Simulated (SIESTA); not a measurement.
Crystal: InP.

```
CELL_PARAMETERS angstrom
0.00000 2.93050 2.93050
2.93050 0.00000 2.93050
2.93050 2.93050 0.00000
ATOMIC_POSITIONS crystal
In 0.00000 0.00000 0.00000
P 0.75000 0.75000 0.75000
```

Base run:

```yaml
Program: SIESTA 5.4.2
Functional: RPBE
Potentials_or_basis: PseudoDojo 0.4 standard (PBE files)
Basis: DZP (energy shift 0.003 Ry; two zetas on semicore shells)
Grid_cutoff: 500 Ry
Energy_shift: 0.003 Ry
k_mesh: 8 × 8 × 8
Occupations: fermi-dirac, width 0.05 eV
Spin: no spin polarisation
```

Its results: band gap on the k mesh 0.97 eV, direct; pressure 5.1 GPa.

After a change of settings the same cell gave: band gap on the k mesh 0.77 eV, direct; pressure 7.1 GPa. Which change was it?
A. functional from RPBE to vdW-DF-cx
B. functional from RPBE to PBE; basis from DZP (energy shift 0.003 Ry; two zetas on semicore shells) to TZDP (energy shift 0.003 Ry; two zetas on semicore shells)
C. functional from RPBE to PBE; basis from DZP (energy shift 0.003 Ry; two zetas on semicore shells) to SZ (energy shift 0.003 Ry; radii capped at 9.5 bohr)
D. functional from RPBE to BLYP

D.

Caveats: the potentials were made for another functional, which shifts forces and pressure; spin-orbit coupling is left out, which moves the levels of the heavy elements; the basis of atomic orbitals isn't converged, which shifts pressures, moduli and gaps.
